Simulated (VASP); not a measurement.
The system is Sb.

```xyz
2
Lattice="2.1542 1.2437 3.7580 -2.1542 1.2437 3.7580 0.0000 -2.4875 3.7580" Properties=species:S:1:pos:R:3 pbc="T T T"
Sb    0.0000    0.0000    2.6324
Sb    0.0000    0.0000    8.6416
```

```yaml
Program: VASP 6.6.1
Task: relaxation of cell and atoms
Functional: PBE
Potentials_or_basis: VASP PAW PBE potentials, release 64 (Sb)
Cutoff: 520 eV
k_mesh: 12 × 12 × 12
Occupations: gaussian, width 0.1 eV
Spin: no spin polarisation
```

At the start: pressure 2.8 GPa; volume 30.21 Å³/atom.

Problem. Where does the relaxation end?

Solution. Over 7 steps the energy falls by 12.6 meV/atom and the volume is 31.76 Å³/atom (+5.2 %); space group R-3m (No. 166, to 0.05 Å).

Step by step:
```csv
step,energy change (eV),largest force (eV/Å),pressure (GPa),volume (Å³)
1,0.0000,0.2386,2.80,60.41
2,-0.0134,0.2266,-1.57,65.14
3,-0.0246,0.0517,0.04,63.16
4,-0.0248,0.0363,0.03,63.23
5,-0.0250,0.0011,0.00,63.43
6,-0.0251,0.0014,0.01,63.47
7,-0.0252,0.0022,0.01,63.53
```

Final structure:
```
Sb
1.0
     2.18875    1.26368    3.82817
    -2.18875    1.26368    3.82817
     0.00000   -2.52735    3.82817
Sb
2
Direct
  0.23325 0.23325 0.23325
  0.76675 0.76675 0.76675
```
